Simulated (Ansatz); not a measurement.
**Dielectric response of BeS (110) films**

Aim: the electronic and static ε of zincblende BeS (110) from films of three thicknesses in a field.

Method: plane-wave DFT, PBEsol, Ansatz PAW, in Ansatz 0.2.0.

### 1. Starting point

The cell holds 10 atoms: 5 Be and 5 S. Its edges and angles: a = 3.444 Å, b = 4.870 Å, c = 24.887 Å, α = 90.0°, β = 90.0°, γ = 90.0°. It derives from BeS (zincblende BeS). Vacuum lies along c.

### 2. Relaxation, 10 atoms, units 5

The structure is relaxed first, because levels and dipoles at a surface follow the positions of the outer atoms.

Contents of input.yaml:

```yaml
crystal:
  lattice:
    - [3.44361002, 0.0, 0.0]
    - [0.0, 4.87, 0.0]
    - [0.0, 0.0, 24.8872200488]
  atoms:
    - { symbol: Be, position: [0.5, 0.5, 0.3616313908] }
    - { symbol: S, position: [0.0, 0.75, 0.3616313908] }
    - { symbol: Be, position: [0.0, 0.0, 0.4308156954] }
    - { symbol: S, position: [0.5, 0.25, 0.4308156954] }
    - { symbol: Be, position: [0.5, 0.5, 0.5] }
    - { symbol: S, position: [0.0, 0.75, 0.5] }
    - { symbol: Be, position: [0.0, 0.0, 0.5691843046] }
    - { symbol: S, position: [0.5, 0.25, 0.5691843046] }
    - { symbol: Be, position: [0.5, 0.5, 0.6383686092] }
    - { symbol: S, position: [0.0, 0.75, 0.6383686092] }
kpoints:
  mp_grid: { grid: [8, 6, 1] }
hamiltonian:
  xc: pbesol
scf:
  occupations: { method: fixed }
  convergence: { dr2_threshold: 1.0e-09 }
efield:
  axis: 3
  dipole_correction: true
  ramp_position: 0.97
  ramp_width: 0.06
relax:
  f_tol: 0.003
  max_steps: 100
output:
  write_potential: true
  write_density: true
  volumetric_format: npy
```

On the command line:

```
> ansatz run input.yaml --threads 4 --pin off --max-ram 6144MiB --backend cpu --events-out ev --progress --plain --runs-dir out
```

Numbers of over 12 decimals in the logs are rounded to 6 here.

Log:

```text
Engine: ansatz 0.2.0, aarch64-unknown-linux-gnu
Pseudopotentials: kind: paw
Pseudopotential: Be, paw, valence charge 2, recommended cutoff 420 eV (normal), Be.paw.azcp
Pseudopotential: S, paw, valence charge 6, recommended cutoff 420 eV (normal), S.paw.azcp
Functional definition: PBEsol
  exchange = pbesol_x
  correlation = pbesol_c
Crystal: 10 atoms, lattice volume = 417.368 Å³
Basis set: ecut = 420 eV, 8097 PW (Γ), exchange–correlation on 48×72×360 points (8 copies of the dense FFT grid, shifted against one another)
Bands: 30, of which v1, the nominal top of the filled ones, is band 20 counted from 1 (19 counted from 0)
Symmetry: 2 space group operations
k-points: 20 of 48 (time reversal used)
Non-local potential: Be, projectors of the file, l = 0: 2, l = 1: 2, l = 2: 1
Non-local potential: S, projectors of the file, l = 0: 2, l = 1: 2, l = 2: 2
PAW form: soft (Blöchl's): semilocal exchange-correlation on the pseudo side does not see the compensation charge
PAW frozen core: Be, regenerated for the run's functional, and the local potential with it (the file was generated under x = pbe(κ = 0.804, μ = 0.219515), c = pbe(β = 0.066725))
PAW frozen core: S, regenerated for the run's functional, and the local potential with it (the file was generated under x = pbe(κ = 0.804, μ = 0.219515), c = pbe(β = 0.066725))
PAW one-centre angular grid: Be, 110 points (default); XC on 64 Gauss nodes
PAW one-centre angular grid: S, 110 points (default); XC on 64 Gauss nodes
Initial density: superposition of atomic densities (neutral atoms: chi_scale 0, normalization atom), corrected by the library's trained network
Initial wavefunctions: pseudopotential atomic-orbital guess
Functional: x = pbesol(κ = 0.804, μ = 0.123457), c = pbesol(β = 0.046)
SCF iter   1: F=—  HF=-4884.465069 eV  |F-HF|=—  |Δ(HF+E_count)|=         —  Δρ=2.04e-3  dr2=2.71e-2  ethr=1.77e-3  p=0.000 e·Å  D=6.36e-15 V/Å  ΔV_dip=-0.00 eV  dr2_dipole=1.05e-10  V_vac-E_F(+/−)=5.44/5.44 eV  ⟨swp⟩=5.7  Hψ=2933  notcnv=0  defer=160
efield: sawtooth ramp at fractional position 0.9700 (set: `efield.ramp_position`, or a place that a band, a saddle search or an elastic batch's reference lends), width 0.0600; the density the first Hamiltonian is built on has a dipole p = 0.000 e·Å; the dipole correction subtracts the counter field D = 6.36e-15 V/Å, which shifts the + side's vacuum level by -0.00 eV against the − side's; the planar-averaged density in the ramp window peaks in size at 2.5e-6 e/Å³
preconditioner: auto → Resta (q_TF=auto, 1.846 Å⁻¹)  ε∞=2.3  [insulator: Δε(μ)=2.679 eV  Ē_g=10.232 eV  n_scr=42 (ndim 8)  ℏωp=11.5 eV  f_vac=0.577  ε∞_Penn≈2.3  vacuum switching on, ρ_ref=7.6e-3 e/Å³]
SCF iter   2: F=—  HF=-4884.462704 eV  |F-HF|=—  |Δ(HF+E_count)|=   2.37e-3  Δρ=8.43e-4  dr2=3.97e-3  ethr=6.78e-5  p=-0.000 e·Å  D=-6.96e-6 V/Å  ΔV_dip=0.00 eV  dr2_dipole=2.58e-9  V_vac-E_F(+/−)=5.51/5.51 eV  ⟨swp⟩=2.2  Hψ=1118  notcnv=0  defer=160
density mixer auto → msr1: gapped (density of states about μ 0.02 of a free-electron gas's, 42 screened modes)
SCF iter   3: F=—  HF=-4884.463469 eV  |F-HF|=—  |Δ(HF+E_count)|=   7.65e-4  Δρ=2.24e-4  dr2=2.91e-4  ethr=9.93e-6  p=-0.000 e·Å  D=-2.17e-5 V/Å  ΔV_dip=0.00 eV  dr2_dipole=2.27e-8  V_vac-E_F(+/−)=5.56/5.56 eV  ⟨swp⟩=3.3  Hψ=967  notcnv=0  defer=160
SCF iter   4: F=—  HF=-4884.463618 eV  |F-HF|=—  |Δ(HF+E_count)|=   1.49e-4  Δρ=5.37e-5  dr2=4.61e-5  ethr=7.27e-7  p=0.000 e·Å  D=3.58e-5 V/Å  ΔV_dip=-0.00 eV  dr2_dipole=5.53e-8  V_vac-E_F(+/−)=5.56/5.57 eV  ⟨swp⟩=2.0  Hψ=893  notcnv=0  defer=160
SCF iter   5: F=—  HF=-4884.463617 eV  |F-HF|=—  |Δ(HF+E_count)|=   3.40e-7  Δρ=2.34e-5  dr2=3.04e-6  ethr=1.15e-7  p=-0.000 e·Å  D=-1.24e-5 V/Å  ΔV_dip=0.00 eV  dr2_dipole=7.31e-9  V_vac-E_F(+/−)=5.57/5.57 eV  ⟨swp⟩=2.1  Hψ=766  notcnv=0  defer=157
SCF iter   6: F=—  HF=-4884.463643 eV  |F-HF|=—  |Δ(HF+E_count)|=   2.53e-5  Δρ=7.54e-6  dr2=3.98e-7  ethr=7.60e-9  p=0.000 e·Å  D=1.20e-5 V/Å  ΔV_dip=-0.00 eV  dr2_dipole=6.32e-9  V_vac-E_F(+/−)=5.57/5.57 eV  ⟨swp⟩=2.0  Hψ=906  notcnv=0  defer=150
SCF iter   7: F=—  HF=-4884.463643 eV  |F-HF|=—  |Δ(HF+E_count)|=   2.37e-7  Δρ=1.58e-6  dr2=1.96e-8  ethr=9.94e-10  p=-0.000 e·Å  D=-6.54e-6 V/Å  ΔV_dip=0.00 eV  dr2_dipole=1.87e-9  V_vac-E_F(+/−)=5.57/5.57 eV  ⟨swp⟩=2.0  Hψ=835  notcnv=0  defer=150
SCF iter   8: F=—  HF=-4884.463643 eV  |F-HF|=—  |Δ(HF+E_count)|=   2.36e-8  Δρ=7.24e-7  dr2=1.07e-8  ethr=4.89e-11  p=0.000 e·Å  D=9.42e-6 V/Å  ΔV_dip=-0.00 eV  dr2_dipole=4.00e-9  V_vac-E_F(+/−)=5.57/5.57 eV  ⟨swp⟩=2.1  Hψ=913  notcnv=0  defer=151
SCF iter   9: F=-4884.463643 eV  HF=-4884.463643 eV  |F-HF|=3.55e-11  |Δ(HF+E_count)|=  3.21e-10  Δρ=2.22e-7  dr2=4.57e-10  ethr=2.50e-12  p=-0.000 e·Å  D=-1.58e-6 V/Å  ΔV_dip=0.00 eV  dr2_dipole=1.14e-10  V_vac-E_F(+/−)=5.57/5.57 eV  ⟨swp⟩=7.0  Hψ=3572  notcnv=0
SCF 1 converged in 9 iterations: F = -4884.463643 eV  dr2 = 4.57e-10
  greatest PAW one-centre occupation: 0.845 electrons in one spin orbital (limit 2), on the S atom at site 3 (counted from 0), in its partial waves of l = 0
relax step   1: F+E_penalty+E_count = -4884.46364304 eV  Δ(F+E_penalty+E_count) = +0.000e0 eV  max|allowed force component| = 1.679e0 eV/Å  Δτ_max = 0.0000 Å  (9 SCF iters, accepted)
Initial density: handed on by an earlier stage of this run
Initial wavefunctions: those handed on with the density
iter 1 solved again at ethr=1.98e-4 eV; its pass at ethr=3.10e-3 eV (dr2=7.92e-2 eV) is discarded
SCF iter   1: F=—  HF=-4885.185580 eV  |F-HF|=—  |Δ(HF+E_count)|=         —  Δρ=4.20e-3  dr2=7.83e-2  ethr=1.98e-4  p=-0.000 e·Å  D=-1.58e-6 V/Å  ΔV_dip=0.00 eV  dr2_dipole=1.62e-10  V_vac-E_F(+/−)=5.66/5.66 eV  ⟨swp⟩=1.6  Hψ=3151  notcnv=0  defer=155
efield: sawtooth ramp at fractional position 0.9700 (set: `efield.ramp_position`, or a place that a band, a saddle search or an elastic batch's reference lends), width 0.0600; the density the first Hamiltonian is built on has a dipole p = -0.000 e·Å; the dipole correction subtracts the counter field D = -1.58e-6 V/Å, which shifts the + side's vacuum level by +0.00 eV against the − side's; the planar-averaged density in the ramp window peaks in size at 9.5e-9 e/Å³
preconditioner: auto → Resta (q_TF=auto, 1.846 Å⁻¹)  ε∞=2.2  [insulator: Δε(μ)=2.931 eV  Ē_g=10.458 eV  n_scr=42 (ndim 8)  ℏωp=11.5 eV  f_vac=0.590  ε∞_Penn≈2.2  vacuum switching on, ρ_ref=7.9e-3 e/Å³]
[...]
relax step   3: F+E_penalty+E_count = -4885.57632574 eV  Δ(F+E_penalty+E_count) = -3.186e-1 eV  max|allowed force component| = 2.893e-1 eV/Å  Δτ_max = 0.1983 Å  (9 SCF iters, accepted)
[...]
relax step   4: F+E_penalty+E_count = -4885.61157262 eV  Δ(F+E_penalty+E_count) = -3.525e-2 eV  max|allowed force component| = 4.355e-2 eV/Å  Δτ_max = 0.1017 Å  (9 SCF iters, accepted)
[...]
relax step   5: F+E_penalty+E_count = -4885.61228934 eV  Δ(F+E_penalty+E_count) = -7.167e-4 eV  max|allowed force component| = 2.614e-2 eV/Å  Δτ_max = 0.0106 Å  (7 SCF iters, accepted)
SCF iter   1: F=—  HF=-4885.612501 eV  |F-HF|=—  |Δ(HF+E_count)|=         —  Δρ=1.82e-4  dr2=1.26e-4  ethr=3.91e-6  p=-0.000 e·Å  D=-3.80e-7 V/Å  ΔV_dip=0.00 eV  dr2_dipole=3.35e-12  V_vac-E_F(+/−)=6.55/6.55 eV  ⟨swp⟩=3.1  Hψ=1430  notcnv=0  defer=159
efield: sawtooth ramp at fractional position 0.9700 (set: `efield.ramp_position`, or a place that a band, a saddle search or an elastic batch's reference lends), width 0.0600; the density the first Hamiltonian is built on has a dipole p = -0.000 e·Å; the dipole correction subtracts the counter field D = -3.80e-7 V/Å, which shifts the + side's vacuum level by +0.00 eV against the − side's; the planar-averaged density in the ramp window peaks in size at 3.6e-8 e/Å³
preconditioner: auto → Resta (q_TF=auto, 1.846 Å⁻¹)  ε∞=2.2  [insulator: Δε(μ)=2.555 eV  Ē_g=10.636 eV  n_scr=42 (ndim 8)  ℏωp=11.5 eV  f_vac=0.590  ε∞_Penn≈2.2  vacuum switching on, ρ_ref=8.2e-3 e/Å³]
SCF iter   2: F=—  HF=-4885.612471 eV  |F-HF|=—  |Δ(HF+E_count)|=   3.05e-5  Δρ=8.62e-5  dr2=2.31e-5  ethr=3.14e-7  p=-0.000 e·Å  D=-3.13e-9 V/Å  ΔV_dip=0.00 eV  dr2_dipole=5.30e-14  V_vac-E_F(+/−)=6.54/6.54 eV  ⟨swp⟩=2.4  Hψ=1051  notcnv=0  defer=159  κ⁻¹=1.0e0(r=1)
density mixer auto → broyden: gapped, where msr1 would fit the directions that read negative (density of states about μ 0.01 of a free-electron gas's, 42 screened modes)
SCF iter   3: F=—  HF=-4885.612470 eV  |F-HF|=—  |Δ(HF+E_count)|=   6.50e-7  Δρ=3.41e-5  dr2=3.48e-6  ethr=5.77e-8  p=0.000 e·Å  D=8.49e-8 V/Å  ΔV_dip=-0.00 eV  dr2_dipole=3.36e-13  V_vac-E_F(+/−)=6.55/6.55 eV  ⟨swp⟩=2.5  Hψ=894  notcnv=0  defer=113  κ⁻¹=1.5e-1(r=2)
SCF iter   4: F=—  HF=-4885.612496 eV  |F-HF|=—  |Δ(HF+E_count)|=   2.64e-5  Δρ=8.57e-6  dr2=3.03e-7  ethr=8.70e-9  p=-0.000 e·Å  D=-6.65e-8 V/Å  ΔV_dip=0.00 eV  dr2_dipole=3.66e-13  V_vac-E_F(+/−)=6.55/6.55 eV  ⟨swp⟩=1.9  Hψ=819  notcnv=0  defer=71  κ⁻¹=1.5e-2(r=3)
SCF iter   5: F=—  HF=-4885.612496 eV  |F-HF|=—  |Δ(HF+E_count)|=   7.01e-8  Δρ=2.35e-6  dr2=2.27e-8  ethr=7.57e-10  p=0.000 e·Å  D=9.29e-8 V/Å  ΔV_dip=-0.00 eV  dr2_dipole=1.95e-13  V_vac-E_F(+/−)=6.55/6.55 eV  ⟨swp⟩=2.2  Hψ=926  notcnv=0  defer=71  κ⁻¹=7.7e-4(r=4)
SCF iter   6: F=—  HF=-4885.612496 eV  |F-HF|=—  |Δ(HF+E_count)|=   1.55e-8  Δρ=8.09e-7  dr2=2.42e-9  ethr=5.67e-11  p=-0.000 e·Å  D=-3.46e-8 V/Å  ΔV_dip=0.00 eV  dr2_dipole=1.71e-13  V_vac-E_F(+/−)=6.55/6.55 eV  ⟨swp⟩=2.8  Hψ=915  notcnv=0  defer=71  κ⁻¹=5.6e-5(r=5)
SCF iter   7: F=-4885.612496 eV  HF=-4885.612496 eV  |F-HF|=1.86e-10  |Δ(HF+E_count)|=   2.91e-9  Δρ=2.09e-7  dr2=1.66e-10  ethr=2.50e-12  p=0.000 e·Å  D=9.15e-8 V/Å  ΔV_dip=-0.00 eV  dr2_dipole=1.33e-13  V_vac-E_F(+/−)=6.55/6.55 eV  ⟨swp⟩=8.0  Hψ=3279  notcnv=0
SCF 6 converged in 7 iterations: F = -4885.612496 eV  dr2 = 1.66e-10
relax step   6: F+E_penalty+E_count = -4885.61249634 eV  Δ(F+E_penalty+E_count) = -2.070e-4 eV  max|allowed force component| = 2.409e-3 eV/Å  Δτ_max = 0.0040 Å  (7 SCF iters, accepted)
NSCF: frozen V_eff on 20 k-points
the band table was solved once a step of the walk had ended and its energy, with any forces and stress, was formed, with the checks that follow a solve (4539 applications of the Hamiltonian). They found nothing against the state; the energy, forces and stress were not computed again (output.eigenvalues in the input reference)
WARN: The output density's exchange-correlation potential varies sharply where the density is thin. Do not read a vacuum level from v_tot or v_xc, or from such a field of the output density. On a cell that repeats whose density bears no net charge and no dipole along the vacuum's axis use v_es (v_loc + v_h of the components); under efield.dipole_correction with no amplitude use v_es + v_field, which holds any externa [...]
SCF converged after 7 iterations
Stability not checked: this state was not tested for a lower state beside it, because the mixer in use, unlike msr1, does not test its closes by its own steps (another_mixer; see scf.mixing.algorithm and scf.lower_state_search)
Free energy (F): -4885.612496 eV
Harris-Foulkes:  -4885.612496 eV  (|F-HF|=1.86e-10)
Internal energy: -4885.612496 eV  (E = F + TS)
E sigma→0 (E₀):  -4885.612496 eV
Fermi energy:    -2.554835 eV
Dipole field:    D = -0.000000 V/Å  (p = -0.000001 e·Å, saw-weighted, corrected)
Work function:   Φ+ = 6.5485 eV   Φ− = 6.5485 eV
Levels:          The Fermi level and band energies are counted from a zero that moves with the ramp; work functions are not
--- Per-component energies (eV) ---
  E_band       = -293.397862
  E_kinetic    = 634.773898
  E_local      = -16202.800854  (includes V_loc(G=0)·N_el)
  E_nonlocal   = 165.382956
  E_hartree    = 7840.396857
  E_xc         = -577.712863
  E_vxc        = -539.645652  (∫ρ·V_xc dr)
  E_paw        = -3207.337286  (= ΣΔE_a)
  E_vpaw       = -31.902105  (= ΣTr[D̂ρ^β])
  E_aug_tail   = 0.000006  (compensation charges beyond the density's cutoff)
  E_efield     = 0.000000  (sawtooth field / dipole correction)
  E_vefield    = 0.000000  (∫n·V_field dr)
  E_ewald      = 6461.327388
  E_core_change = 0.357403  (= ΣΔE_core)
  E_smearing   = -0.000000  (= −TS)
  E_closure    = -0.000000  (closes the sum)
  Σ components = -4885.612496   (vs F -4885.612496, Δ=0.00e0)
--- Forces (eV/Å), atoms counted from 1 ---
  atom   1  Be     0.00000000    -0.00170534     0.00056534
  atom   2  S     -0.00000000     0.00219214    -0.00001991
  atom   3  Be    -0.00000000     0.00064321    -0.00028611
  atom   4  S      0.00000000     0.00022962     0.00076652
  atom   5  Be    -0.00000000    -0.00240991    -0.00000151
  atom   6  S      0.00000000    -0.00031106     0.00000157
  atom   7  Be    -0.00000000     0.00064198     0.00028455
  atom   8  S      0.00000000     0.00022900    -0.00076409
  atom   9  Be     0.00000000    -0.00170545    -0.00056606
  atom  10  S     -0.00000000     0.00219128     0.00002006
  max |Σ_I F_I| component: 4.53e-6 eV/Å
--- Band table (eV; the first three rows and the last of 20) ---
  k-point 0: bands = [... 16 lower, -2.9132, -2.8654, -2.6992, -2.5548, 0.8723, 2.0975, 2.2027, 2.6830, ... 6 higher]
  k-point 1: bands = [... 16 lower, -3.0277, -2.9648, -2.7956, -2.7111, 1.0517, 2.2164, 2.3466, 2.6276, ... 6 higher]
  k-point 2: bands = [... 16 lower, -3.3456, -3.3284, -3.1544, -2.7235, 1.4920, 2.4319, 2.4328, 2.8451, ... 6 higher]
  k-point 19: bands = [... 16 lower, -3.9186, -3.8987, -3.1470, -2.9044, 1.5515, 1.9719, 3.3826, 3.4590, ... 6 higher]
--- Relaxed structure (6 steps of the walk, 6 accepted, 0 SCFs on fresh bases) ---
  F+E_penalty+E_count = -4885.61249634 eV   max|allowed force component| = 2.409e-3 eV/Å
  atoms:
    - { symbol: Be, position: [0.5, 0.552734, 0.378767] }
    - { symbol: S, position: [-1.8282183694401616e-18, 0.745471, 0.359353] }
    - { symbol: Be, position: [-1.277897889361375e-18, -0.016974, 0.429223] }
    - { symbol: S, position: [0.5, 0.232310, 0.431299] }
    - { symbol: Be, position: [0.5, 0.485281, 0.500000] }
    - { symbol: S, position: [0, 0.737638, 0.500000] }
    - { symbol: Be, position: [1.2778974943374817e-18, -0.016974, 0.570777] }
    - { symbol: S, position: [0.5, 0.232310, 0.568701] }
    - { symbol: Be, position: [0.5, 0.552734, 0.621233] }
    - { symbol: S, position: [1.828219787742583e-18, 0.745471, 0.640647] }
```

Elapsed: 32 s, on 4 threads of Arm Neoverse V1, shared host; peak memory 0.75 GiB; 2.1 min of CPU time.

Relaxation path:

| step | energy less that of the first step (eV) | largest force component (eV/Å) |
| --- | --- | --- |
| 1 | 0.0000 | 1.6795 |
| 2 | -0.7941 | 0.9031 |
| 3 | -1.1127 | 0.2893 |
| 4 | -1.1479 | 0.0436 |
| 5 | -1.1486 | 0.0261 |
| 6 | -1.1489 | 0.0024 |

The run keeps the 2 symmetry operations that it works with, so distortions that break them were not tested.

The atoms that moved most (Å):

| atom | dx | dy | dz | length |
| --- | --- | --- | --- | --- |
| Be9 | 0.000 | 0.257 | -0.426 | 0.498 |
| Be1 | 0.000 | 0.257 | 0.426 | 0.498 |
| Be3 | 0.000 | -0.083 | -0.040 | 0.092 |
| Be7 | 0.000 | -0.083 | 0.040 | 0.092 |
| S4 | 0.000 | -0.086 | 0.012 | 0.087 |
| S8 | 0.000 | -0.086 | -0.012 | 0.087 |
| Be5 | 0.000 | -0.072 | 0.000 | 0.072 |
| S2 | 0.000 | -0.022 | -0.057 | 0.061 |

Numbers from this step:

```
gap on the k-mesh             : 2.557 eV
dipole along the normal       : -5.73e-7 e·Å
ionisation energy, upper face : 6.549 eV
electron affinity, upper face : 3.992 eV
```

Running mean over 1.722 Å of the planar mean; the ramp of the sawtooth is left out. The electron's electrostatic potential energy less the highest filled level by z:

z (Å), electron's electrostatic potential energy less the highest filled level (eV) and a bar from the least value:
```
      3.5       6.55 ##############################
      4.0       6.55 ##############################
      4.5       6.55 ##############################
      5.0       6.55 ##############################
      5.5       6.55 ##############################
      6.0       6.54 ##############################
      6.5       6.51 ##############################
      7.0       6.35 #############################
      7.5       5.62 ###########################
      8.0       3.57 #####################
      8.5       0.67 ############
      9.0      -1.56 ######
      9.5      -2.60 ##
     10.0      -3.41 
     10.5      -3.27 
     11.0      -2.84 ##
     11.5      -2.64 ##
     12.0      -2.60 ##
     12.5      -2.60 ##
     13.0      -2.60 ##
     13.5      -2.67 ##
     14.0      -2.91 #
     14.5      -3.36 
     15.0      -3.29 
     15.5      -2.38 ###
     16.0      -1.20 #######
     16.5       1.34 ##############
     17.0       4.13 #######################
     17.5       5.88 ############################
     18.0       6.41 ##############################
     18.5       6.52 ##############################
     19.0       6.54 ##############################
     19.5       6.55 ##############################
     20.0       6.55 ##############################
     20.5       6.55 ##############################
     21.0       6.55 ##############################
     21.5       6.55 ##############################
```

The relaxation took 6 steps and lowered the energy by 1.1 eV; the largest force on the free atoms ends at 0.0024 eV/Å.

The gap is 2.56 eV, with the valence edge 6.55 eV and the conduction edge 3.99 eV under the upper vacuum level.

(Part 1 of 4 ends here.)

[Logs are printed without paths, hosts, clocks, repeated set-up lines and the standing remarks that a program may print on its own settings, such as how far it seeks lower states.]

[Hosts, paths, dates, database ids (printed as entryN), source tags and the programs' standing remarks are cut or masked in the printed files.]

[Maps of the electrostatic potential energy from Ansatz leave out the sawtooth potential of an applied field or a dipole correction, so their vacuum need not be flat; planar profiles and work functions include it.]
